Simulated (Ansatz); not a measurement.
Sb2Pt (Geversite):

```xyz
12
Lattice="6.4423 0.0000 0.0000 0.0000 6.4423 0.0000 0.0000 0.0000 6.4423" Properties=species:S:1:pos:R:3 pbc="T T T"
Pt    0.0000    3.2212    3.2212
Pt    3.2212    3.2212    0.0000
Pt    3.2212    0.0000    3.2212
Pt    0.0000    0.0000    0.0000
Sb    2.4178    0.8034    5.6389
Sb    0.8034    5.6389    2.4178
Sb    5.6389    2.4178    0.8034
Sb    4.0245    4.0245    4.0245
Sb    4.0245    5.6389    0.8034
Sb    5.6389    0.8034    4.0245
Sb    0.8034    4.0245    5.6389
Sb    2.4178    2.4178    2.4178
```

| Quantity | Value |
| --- | --- |
| Program | Ansatz 0.2.0 |
| Task | relaxation of cell and atoms |
| Functional | r2SCAN |
| Potentials or basis | Ansatz PAW |
| Cutoff | 500 eV (not typed: the program's choice for these potentials) |
| k mesh | 4 × 4 × 4 |
| Occupations | fermi-dirac, width 0.05 eV |
| Spin | no spin polarisation |

At the start: volume 22.28 Å³/atom.

**Question.** Where does the relaxation end?

**Answer.** It ends after 4 steps and the volume is 22.96 Å³/atom (+3.0 %); space group Pa-3 (No. 205, to 0.05 Å).

Step by step:
```csv
step,energy change (eV),largest force (eV/Å),volume (Å³)
1,0.0000,0.0082,267.38
2,-0.0873,0.0166,276.47
3,-0.0888,0.0096,275.53
4,-0.0903,0.0097,275.53
```

Final structure:
```xyz
12
Lattice="6.5071 0.0000 0.0000 0.0000 6.5071 0.0000 0.0000 0.0000 6.5071" Properties=species:S:1:pos:R:3 pbc="T T T"
Pt    0.0000    3.2535    3.2535
Pt    3.2535    3.2535    0.0000
Pt    3.2535    0.0000    3.2535
Pt    0.0000    0.0000    0.0000
Sb    2.4432    0.8103    5.6968
Sb    0.8103    5.6968    2.4432
Sb    5.6968    2.4432    0.8103
Sb    4.0639    4.0639    4.0639
Sb    4.0639    5.6968    0.8103
Sb    5.6968    0.8103    4.0639
Sb    0.8103    4.0639    5.6968
Sb    2.4432    2.4432    2.4432
```

Caveat: the plane-wave basis is chosen anew once the cell has moved, so the energies of steps on either side of that aren't comparable; the PAW data sets come from PBE, with cores solved anew for the run's functional, which leaves a small shift of forces and pressure.
